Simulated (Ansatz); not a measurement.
Si (distorted cell), a check of forces and pressure against finite differences

Computed with the Python package of Ansatz (0.2.0).

Run as a notebook:

In [1]:
```python
import warnings

import ansatz as az
import numpy as np
```

In [2]:
```python
SETTINGS = {
    "xc": "pbe",
    "smearing": "fermi_dirac",
    "sigma": 0.1,
    "ecut": 540,
    "kmesh": (9, 9, 5),
    "scf_tol": 1e-09,
}
```

In [3]:
```python
VECTORS = np.array([
    [2.55775, -0.0019, -0.0028],
    [-1.28052, 2.06018, 0.02768],
    [-0.00475, 0.05156, 4.12226],
])
SITES = [
    ("Si", [0.29823, 0.64117, 0.26908]),
    ("Si", [0.69064, 0.33912, 0.7655]),
]
```

In [4]:
```python
def crystal_on(cell):
    crystal = az.Crystal(lattice=az.Lattice.of(cell))
    for symbol, position in SITES:
        crystal = crystal.atom(symbol, position)
    return crystal
```

In [5]:
```python
warnings.simplefilter("ignore", az.DeckWarning)
```

In [6]:
```python
def solve(crystal):
    return (
        crystal.calculation()
        .functional(SETTINGS["xc"])
        .occupations(SETTINGS["smearing"], width=SETTINGS["sigma"])
        .basis(SETTINGS["ecut"], xc_grid=2)
        .kpoints(*SETTINGS["kmesh"])
        .scf(tolerance=SETTINGS["scf_tol"])
        .forces()
        .stress()
        .run(threads=1)
    ).report
```

In [7]:
```python
centre = solve(crystal_on(VECTORS))
start = crystal_on(VECTORS)
# move one atom both ways along a Cartesian axis
print(f"force on atom 1 along x: analytic {centre['forces_ev_ang'][1][0]:.4f} eV/A")
for h in (0.005, 0.02):
    shift = np.eye(3)[0] * h @ np.linalg.inv(VECTORS)
    plus, minus = (solve(start.move(1, to=np.array(SITES[1][1]) + sign * shift))["lagrangian_ev"] for sign in (1, -1))
    print(f"  step {h} A: numerical {-(plus - minus) / (2 * h):.4f} eV/A")
# P = -dF/dV; the difference feels the change of the plane-wave count with the cell
volume = abs(np.linalg.det(VECTORS))
larger, smaller = (solve(crystal_on(VECTORS * (1 + sign * 0.005) ** (1 / 3)))["lagrangian_ev"] for sign in (1, -1))
numerical = -(larger - smaller) / (0.01 * volume) * 160.21766
print(f"pressure: analytic {np.trace(centre['stress_gpa']) / 3:.3f}, numerical {numerical:.3f} GPa")
```
```text
force on atom 1 along x: analytic -0.1108 eV/A
  step 0.005 A: numerical -0.1108 eV/A
  step 0.02 A: numerical -0.1108 eV/A
pressure: analytic 47.521, numerical 47.527 GPa
```

Notes:
- For a metal this k-point mesh is coarse: on a finer one energies can move by several to tens of meV an atom and pressures by half a GPa or more, differences at one mesh by less.
- The program warned that this SCF threshold is loose for forces or stresses.
- Pressure is positive in compression.
- The cell is a database structure, distorted on purpose.
- The central difference errs as the square of the step, so the shorter step is the fairer test; what remains comes from the finite grid and the SCF threshold.
- The script silences the warnings on its input, which a real study should read.
- Wall time of the script: 24 s on 1 thread of Arm Neoverse V1, on a shared host, peak memory 0.39 GiB.
